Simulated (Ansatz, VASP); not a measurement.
# TbO2: VASP beside Ansatz

One calculation is typed for both programs; each brings its own data sets and cutoff. How far apart do they land?

Calculated with Ansatz 0.2.0; plane waves, with VASP 6.6.1 beside it; band structure at LDA, DFT+U.

In doubt: a part-filled 4f shell, where there is one, can sit in one of many states, so energies may not be the lowest and differences between runs may mislead; derivatives with an open 4f shell can jump between states, which bears on forces and vibrations.

### Step 1. The structure

It takes space group Fm-3m (No. 225, cubic). Conventional cell: a = 5.220 Å, b = 5.220 Å, c = 5.220 Å, α = 90.00°, β = 90.00°, γ = 90.00°. Tb has 8 O at 2.26 Å nearest. Nearest to O lie 4 Tb at 2.26 Å. Farther neighbours and most contacts between anions are not listed.

### Step 2. VASP: band structure, LDA, DFT+U

The same path points are solved in both programs, so levels can be compared one by one.

Lines of VASP's logs that name or quote its potential files are left out, and so is its time.

INCAR

```
SYSTEM = TbO2
PREC = Accurate
ENCUT = 460
EDIFF = 1E-06
NELM = 150
ISMEAR = 0
SIGMA = 0.03
LREAL = .FALSE.
ALGO = Normal
GGA = CA
NBANDS = 51
ISPIN = 2
MAGMOM = 6 -6 0 0 0 0
LDAU = .TRUE.
LDAUTYPE = 2
LDAUL = 3 -1
LDAUU = 6 0
LDAUJ = 0 0
LDAUPRINT = 1
LASPH = .TRUE.
LMAXMIX = 6
AMIX = 0.2
BMIX = 1E-04
AMIX_MAG = 0.8
BMIX_MAG = 1E-04
LORBIT = 11
LWAVE = .FALSE.
LCHARG = .FALSE.
KPAR = 4
```

POSCAR

```
TbO2
1.0
    0.0000000000      2.6100000000      2.6100000000
    2.6100000000      0.0000000000      2.6100000000
    5.2200000000      5.2200000000      0.0000000000
Tb O
2 4
Direct
    0.0000000000      0.0000000000      0.0000000000
    0.0000000000      0.0000000000      0.5000000000
    0.7500000000      0.7500000000      0.3750000000
    0.7500000000      0.7500000000      0.8750000000
    0.2500000000      0.2500000000      0.1250000000
    0.2500000000      0.2500000000      0.6250000000
```

KPOINTS

```
Automatic mesh
0
Gamma
8 8 8
0 0 0
```

KPOINTS_OPT

```
Line mode
8
Line-mode
Reciprocal
  0.00000000   0.00000000   0.00000000 GAMMA
  0.00000000   0.50000000   0.50000000 L

  0.00000000   0.50000000   0.50000000 L
 -0.37500000   0.31250000   0.12500000 B1

 -0.31250000   0.31250000   0.50000000 B
  0.00000000   0.00000000   0.50000000 Z

  0.00000000   0.00000000   0.50000000 Z
  0.00000000   0.00000000   0.00000000 GAMMA

  0.00000000   0.00000000   0.00000000 GAMMA
 -0.34375000   0.34375000   0.00000000 X

 -0.34375000   0.31250000   0.31250000 Q
 -0.50000000   0.00000000   0.00000000 F

 -0.50000000   0.00000000   0.00000000 F
 -0.46875000   0.00000000   0.18750000 P1

 -0.46875000   0.00000000   0.18750000 P1
  0.00000000   0.00000000   0.50000000 Z

  0.00000000   0.50000000   0.50000000 L
  0.00000000   0.46875000   0.81250000 P
```

PAW data sets: Tb and O (PBE family, release 64).

Command:

```console
$ mpirun -np 4 vasp_std
```

Numbers of over 12 decimals in the logs are rounded to 6 here.

The program printed:

```text
[banner, memory and clock lines left out]
running    4 mpi-ranks, on    1 nodes
 distrk:  each k-point on    1 cores,    4 groups
 distr:  one band on    1 cores,    1 groups

 POSCAR found type information on POSCAR TbO
 POSCAR found :  2 types and       6 ions
|                                                                             |
|               ----> ADVICE to this user running VASP <----                  |
|                                                                             |
|     You enforced a specific xc type in the INCAR file but a different       |
|     [... a line on the potential file left out ...]
|     I HOPE YOU KNOW WHAT YOU ARE DOING!                                     |
|                                                                             |

 LDA part: xc-table for (Slater(with rela. corr.)+CA(PZ))
 , standard interpolation
 POSCAR, INCAR and KPOINTS ok, starting setup
 FFT: planning ... GRIDC
 FFT: planning ... GRID_SOFT
 FFT: planning ... GRID
 WAVECAR not read
 entering main loop
       N       E                     dE             d eps       ncg     rms          rms(c)
DAV:   1     0.552710234027E+03    0.55271E+03   -0.20634E+04 21243   0.560E+03
DAV:   2     0.681546009549E+02   -0.48456E+03   -0.38575E+03 19554   0.725E+02
DAV:   3    -0.509348630406E+02   -0.11909E+03   -0.11277E+03 18679   0.225E+02
DAV:   4    -0.634046816618E+02   -0.12470E+02   -0.12327E+02 22519   0.670E+01
DAV:   5    -0.660610573394E+02   -0.26564E+01   -0.26436E+01 25976   0.257E+01    0.867E+01
DAV:   6    -0.576743762403E+02    0.83867E+01   -0.30220E+01 21720   0.180E+02    0.137E+02
DAV:   7    -0.587200935096E+02   -0.10457E+01   -0.12359E+01 18144   0.176E+01    0.156E+02
DAV:   8    -0.579735383058E+02    0.74656E+00   -0.14752E+00 25861   0.209E+01    0.216E+02
DAV:   9    -0.585704313898E+02   -0.59689E+00   -0.24516E+00 17520   0.599E+01    0.263E+02
DAV:  10    -0.580695448684E+02    0.50089E+00   -0.20568E+00 19640   0.696E+01    0.229E+02
DAV:  11    -0.636970633448E+02   -0.56275E+01   -0.89231E+00 23489   0.820E+01    0.106E+02
DAV:  12    -0.625347477518E+02    0.11623E+01   -0.43228E+00 22328   0.816E+01    0.168E+02
DAV:  13    -0.596405645378E+02    0.28942E+01   -0.51695E+00 16821   0.788E+01    0.245E+02
DAV:  14    -0.597559322684E+02   -0.11537E+00   -0.17256E+00 21800   0.308E+01    0.227E+02
[...]
DAV:  90    -0.580878240747E+02   -0.19201E-03   -0.57178E-04 20160   0.561E-01    0.447E-01
DAV:  91    -0.580878785195E+02   -0.54445E-04   -0.34262E-04 24729   0.159E-01    0.516E-01
DAV:  92    -0.580878996822E+02   -0.21163E-04   -0.93968E-05 20204   0.286E-01    0.534E-01
DAV:  93    -0.580879007771E+02   -0.10948E-05   -0.22174E-05 25960   0.675E-02    0.539E-01
DAV:  94    -0.580879035816E+02   -0.28045E-05   -0.68491E-06 12378   0.276E-02    0.581E-01
DAV:  95    -0.580879064790E+02   -0.28974E-05   -0.11079E-05 17732   0.105E-01    0.725E-01
DAV:  96    -0.580879076926E+02   -0.12137E-05   -0.78738E-06 17289   0.459E-02    0.543E-01
DAV:  97    -0.580879077124E+02   -0.19749E-07   -0.13737E-06  9889   0.198E-02
   1 F= -.58087908E+02 E0= -.58087907E+02  d E =-.151396E-05  mag=     0.0000
 Start KPOINTS_OPT (optional k-point list driver)
k-point batch [1-65\72]
       N       E                     dE             ncg
DAV:   1     0.522134791204E+03   -0.90061E+05    21602
DAV:   2    -0.284339846272E+05   -0.28956E+05    18430
DAV:   3    -0.360596802170E+05   -0.76257E+04    15828
DAV:   4    -0.370774956669E+05   -0.10178E+04    20662
DAV:   5    -0.372615882018E+05   -0.18409E+03    25032
DAV:   6    -0.372848847734E+05   -0.23297E+02    22696
DAV:   7    -0.372879230816E+05   -0.30383E+01    24664
DAV:   8    -0.372882469848E+05   -0.32390E+00    21560
DAV:   9    -0.372882923312E+05   -0.45346E-01    24440
DAV:  10    -0.372882973152E+05   -0.49840E-02    21280
DAV:  11    -0.372882979952E+05   -0.68002E-03    24584
DAV:  12    -0.372882980832E+05   -0.87972E-04    18384
DAV:  13    -0.372882980913E+05   -0.81349E-05    12125
DAV:  14    -0.372882980929E+05   -0.15707E-05     9957
DAV:  15    -0.372882980938E+05   -0.87083E-06     9202
k-point batch [66-72\72]
       N       E                     dE             ncg
DAV:   1     0.838743729923E+05   -0.13982E+05     2310
DAV:   2     0.808031787813E+05   -0.30712E+04     2036
DAV:   3     0.800152533347E+05   -0.78793E+03     1705
DAV:   4     0.799136431778E+05   -0.10161E+03     2290
DAV:   5     0.798948439581E+05   -0.18799E+02     2672
DAV:   6     0.798924945410E+05   -0.23494E+01     2392
DAV:   7     0.798921467741E+05   -0.34777E+00     2688
DAV:   8     0.798921131141E+05   -0.33660E-01     2304
DAV:   9     0.798921084689E+05   -0.46453E-02     2680
DAV:  10     0.798921079746E+05   -0.49425E-03     2240
DAV:  11     0.798921079025E+05   -0.72078E-04     2656
DAV:  12     0.798921078926E+05   -0.99396E-05     2000
DAV:  13     0.798921078916E+05   -0.98062E-06     1368
```

Parts of OUTCAR (step 2):

```text
ion  position               nearest neighbor table
   1  0.000  0.000  0.000-   4 2.26   5 2.26   3 2.26   4 2.26   4 2.26   6 2.26   5 2.26   5 2.26

  LATTYP: Found a trigonal (rhomboedric) cell.
 ALAT       =     6.3931682287
 COS(alpha) =     0.8333333333

 Subroutine GETGRP returns: Found 12 space group operations
 (whereof 12 operations were pure point group operations)

The static configuration has the point symmetry D_3d.

 Found     65 irreducible k-points:

   k-points           NKPTS =     65   k-points in BZ     NKDIM =     65   number of bands    NBANDS=     51

   dimension x,y,z NGX =    28 NGY =   28 NGZ =   54
   dimension x,y,z NGXF=    56 NGYF=   56 NGZF=  108

   ENCUT  =  460.0 eV  33.81 Ry    5.81 a.u.   6.45  6.45 12.91*2*pi/ulx,y,z

   NELECT =      62.0000    total number of electrons

 k-points in reciprocal lattice and weights: Automatic mesh
   0.00000000  0.00000000  0.00000000       0.002
   0.12500000  0.00000000  0.00000000       0.012
   0.25000000  0.00000000  0.00000000       0.012
   0.37500000  0.00000000  0.00000000       0.012
   0.50000000  0.00000000  0.00000000       0.006
   0.12500000  0.12500000  0.00000000       0.012
   0.25000000  0.12500000  0.00000000       0.023
   0.37500000  0.12500000  0.00000000       0.023
   0.50000000  0.12500000  0.00000000       0.023
[...]
0.00000000  0.00000000  0.50000000       0.002
   0.50000000  0.00000000  0.50000000       0.006

atom =   1  type =  1  l = 3

 onsite density matrix

spin component  1

  0.9999 -0.0001  0.0007 -0.0001 -0.0000  0.0000  0.0000
 -0.0001  1.0143 -0.0001 -0.0002 -0.0001  0.0000  0.0001
  0.0007 -0.0001  0.9995 -0.0000 -0.0000  0.0000  0.0000
 -0.0001 -0.0002 -0.0000  1.0005 -0.0000 -0.0000  0.0001
 -0.0000 -0.0001 -0.0000 -0.0000  0.9995 -0.0000 -0.0007
  0.0000  0.0000  0.0000 -0.0000 -0.0000  0.9990  0.0000
  0.0000  0.0001  0.0000  0.0001 -0.0007  0.0000  0.9999

spin component  2

  0.0388  0.0095  0.0142  0.0002  0.0002  0.0000 -0.0001
  0.0095  0.4145  0.0074  0.0120  0.0074 -0.0000 -0.0095
  0.0142  0.0074  0.0315  0.0001  0.0001 -0.0001 -0.0002
  0.0002  0.0120  0.0001  0.0498  0.0001  0.0000 -0.0002
  0.0002  0.0074  0.0001  0.0001  0.0315  0.0001 -0.0142
  0.0000 -0.0000 -0.0001  0.0000  0.0001  0.0205  0.0000
[...]
o =  0.9990  v =  0.0000  0.0000  0.0000  0.0000  0.0000  0.0000  0.0000 -0.3003  0.0000  0.3590 -0.0019 -0.2612  0.8132 -0.2269      0.0000  0.0000  0.0000  0.0000  0.0000  0.0000  0.0000  0.0000  0.0000  0.0000  0.0000  0.0000  0.0000  0.0000
  o =  0.9990  v =  0.0000  0.0000  0.0000  0.0000  0.0000  0.0000  0.0000  0.3999 -0.0000 -0.5363  0.0214 -0.5902  0.0706 -0.4457      0.0000  0.0000  0.0000  0.0000  0.0000  0.0000  0.0000  0.0000  0.0000  0.0000  0.0000  0.0000  0.0000  0.0000
  o =  1.0003  v =  0.0000  0.0000  0.0000  0.0000  0.0000  0.0000  0.0000  0.4563  0.0213  0.3535  0.5772  0.3535  0.0000 -0.4563      0.0000  0.0000  0.0000  0.0000  0.0000  0.0000  0.0000  0.0000  0.0000  0.0000  0.0000  0.0000  0.0000  0.0000
  o =  1.0005  v =  0.0000  0.0000  0.0000  0.0000  0.0000  0.0000  0.0000 -0.1095  0.0000 -0.1114 -0.6167  0.4669 -0.0140 -0.6142      0.0000  0.0000  0.0000  0.0000  0.0000  0.0000  0.0000  0.0000  0.0000  0.0000  0.0000  0.0000  0.0000  0.0000
  o =  1.0005  v =  0.0000  0.0000  0.0000  0.0000  0.0000  0.0000  0.0000  0.6361 -0.0000  0.4875 -0.5347 -0.1793  0.0162  0.1984      0.0000  0.0000  0.0000  0.0000  0.0000  0.0000  0.0000  0.0000  0.0000  0.0000  0.0000  0.0000  0.0000  0.0000
  o =  1.0143  v =  0.0000  0.0000  0.0000  0.0000  0.0000  0.0000  0.0000  0.0097 -0.9998  0.0075  0.0123  0.0075  0.0000 -0.0097      0.0000  0.0000  0.0000  0.0000  0.0000  0.0000  0.0000  0.0000  0.0000  0.0000  0.0000  0.0000  0.0000  0.0000

 average (electrostatic) potential at core
       1 -42.9253       2 -42.9253       3 -70.6394       4 -70.6394       5 -70.6394
       6 -70.6394

 E-fermi :   2.3734

 spin component 1
 k-point     1 :       0.0000    0.0000    0.0000
  band No.  band energies     occupation
    ...
     27       1.4113      1.00000
     28       1.4113      1.00000
     29       2.0831      1.00000
     30       2.0928      1.00000
     31       2.0928      1.00000
     32       2.5103      0.00000
     33       4.4981      0.00000
     34       4.4981      0.00000
     35       4.5103      0.00000
     36       4.6027      0.00000
    ...

 k-point     2 :       0.1250    0.0000    0.0000
  band No.  band energies     occupation
    ...
     27       1.4321      1.00000
     28       1.6596      1.00000
     29       1.8069      1.00000
     30       1.9265      1.00000
     31       1.9306      1.00000
     32       2.6024      0.00000
     33       4.4428      0.00000
     34       4.4737      0.00000
     35       4.4898      0.00000
     36       4.5948      0.00000
    ...

 k-point     3 :       0.2500    0.0000    0.0000
  band No.  band energies     occupation
    ...
     27       1.2284      1.00000
     28       1.4706      1.00000
     29       1.6114      1.00000
     30       1.6270      1.00000
     31       1.8421      1.00000
     32       2.8861      0.00000
     33       4.3403      0.00000
     34       4.3965      0.00000
     35       4.4085      0.00000
     36       4.5448      0.00000
    ...

 k-point     4 :       0.3750    0.0000    0.0000
  band No.  band energies     occupation
    ...
     27       1.4218      1.00000
     28       1.4348      1.00000
     29       1.5298      1.00000
     30       1.5834      1.00000
     31       1.7286      1.00000
     32       3.2680      0.00000
     33       4.2521      0.00000
     34       4.3114      0.00000
     35       4.3435      0.00000
     36       4.5103      0.00000
    ...

 k-point     5 :       0.5000    0.0000    0.0000
  band No.  band energies     occupation
    ...
     27       1.4121      1.00000
     28       1.4149      1.00000
     29       1.5120      1.00000
     30       1.5182      1.00000
     31       1.7727      1.00000
     32       3.4569      0.00000
     33       4.2238      0.00000
     34       4.2766      0.00000
     35       4.3349      0.00000
     36       4.5004      0.00000
    ...

 k-point     6 :       0.1250    0.1250    0.0000
  band No.  band energies     occupation
    ...
     27       1.0728      1.00000
     28       1.1734      1.00000
     29       1.9175      1.00000
     30       2.1520      1.00000
     31       2.1572      1.00000
     32       2.5789      0.00000
     33       4.4272      0.00000
     34       4.4758      0.00000
     35       4.4851      0.00000
     36       4.5930      0.00000
    ...

  Total       -0.8005794     -0.8005794     -0.8005794      0.0683248     -0.0683248     -0.0683248
  in kB      -18.0357199    -18.0357199    -18.0357199      1.5392434     -1.5392434     -1.5392434
  external PRESSURE =     -18.0357199 kB  Pullay stress =       0.0000000 kB

  energy-cutoff  :      460.00
  volume of cell :       71.12
      direct lattice vectors                 reciprocal lattice vectors
     0.000000000  2.610000000  2.610000000    -0.191570881  0.191570881  0.191570881
     2.610000000  0.000000000  2.610000000     0.191570881 -0.191570881  0.191570881
     5.220000000  5.220000000  0.000000000     0.095785441  0.095785441 -0.095785441

 POSITION                                       TOTAL-FORCE (eV/Angst)
 -----------------------------------------------------------------------------------
      0.00000      0.00000      0.00000        -0.000000     -0.000000      0.000000
      2.61000      2.61000      0.00000        -0.000000     -0.000000      0.000000
      3.91500      3.91500      3.91500        -0.022888     -0.022888      0.022888
      6.52500      6.52500      3.91500        -0.022888     -0.022888      0.022888
      1.30500      1.30500      1.30500         0.022888      0.022888     -0.022888
      3.91500      3.91500      1.30500         0.022888      0.022888     -0.022888
 -----------------------------------------------------------------------------------
    total drift:                                0.000000      0.000000      0.000000

  FREE ENERGIE OF THE ION-ELECTRON SYSTEM (eV)
  ---------------------------------------------------
  free  energy   TOTEN  =       -58.0879077124 eV

  energy  without entropy=      -58.0879061984  energy(sigma->0) =      -58.08790696

 total charge
# of ion       s       p       d       f       tot
--------------------------------------------------
    1        2.049   5.700   0.683   7.626  16.058
    2        2.049   5.700   0.683   7.626  16.058
    3        1.566   3.458   0.000   0.000   5.023
    4        1.566   3.458   0.000   0.000   5.023
    5        1.566   3.458   0.000   0.000   5.023
    6        1.566   3.458   0.000   0.000   5.023
--------------------------------------------------
tot         10.360  25.231   1.365  15.253  52.210

 magnetization (x)
# of ion       s       p       d       f       tot
--------------------------------------------------
    1       -0.002  -0.048   0.030   6.384   6.364
    2        0.002   0.048  -0.030  -6.384  -6.364
    3       -0.002  -0.088   0.000   0.000  -0.090
    4        0.002   0.088   0.000   0.000   0.090
    5        0.002   0.088   0.000   0.000   0.090
    6       -0.002  -0.088   0.000   0.000  -0.090
--------------------------------------------------
tot          0.000   0.000  -0.000  -0.000  -0.000

[... 1 further part left out ...]
```

DFT+U on an f shell has many metastable occupations, and no search among them was made. The PAW data sets were made with PBE, a small mismatch for LDA.

(Continued in part 2 of 2.)

[Lines on the potential files, build, host, timing and source positions are cut from VASP's logs without a mark.]

[Logs are printed without paths, hosts, clocks, repeated set-up lines and the standing remarks that a program may print on its own settings, such as how far it seeks lower states.]

[Hosts, paths, dates, database ids (printed as entryN), source tags and the programs' standing remarks are cut or masked in the printed files.]
